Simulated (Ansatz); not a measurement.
Below is a relaxed structure of NbAs. The cell was found from a structure generator's guess, not taken from experiment.

Level of theory: DFT PBE, scalar-relativistic, plane waves, PAW in Ansatz 0.2.0. Cutoff 420 eV, Γ-centred mesh, Gaussian smearing, no spin polarisation.

```
Nb As
1.0
     3.64198    0.00000    0.00000
    -1.82099    3.15405    0.00000
     0.00000    0.00000    7.10171
Nb As
2 2
Cartesian
  1.8210 1.0513 1.5038
  0.0000 0.0000 4.3440
  0.0000 0.0000 6.9505
  0.0000 2.1027 3.0184
```

The zero of energy is the elements' standard structures at the same level; no fitted shifts are applied.

Q: What space group does it have?

A: P3m1 (No. 156). Conventional cell: a = 3.642 Å, c = 7.102 Å. Around Nb on its first site lie 6 As at 2.59–2.68 Å; Nb on its second site is surrounded by 4 As at 2.49–2.61 Å; around As on its first site lie 4 Nb at 2.61–2.68 Å; As on its second site has 6 Nb at 2.49–2.59 Å.

Q: What is its formation energy per atom?

A: −0.18 eV/atom. Whether it is stable depends on the other phases of the system, which aren't compared here.

Q: Is it a metal?

A: Yes, bands cross the Fermi level on the 12×12×8 mesh.

Q: From what recipe could a structure generator have reached it?

A: One such recipe: close-packed anion layers stacked AB, next cell at A, with sites between them filled layer by layer (P3m1, No. 156). Other recipes can lead to the same cell.

The last run used a 12×12×8 mesh (in the run's order of axes) for its 4-atom cell and Gaussian smearing of 0.10 eV. The reference form of As is held partly by dispersion forces, which this level lacks. A structure relaxed within its symmetry needn't be a true minimum.
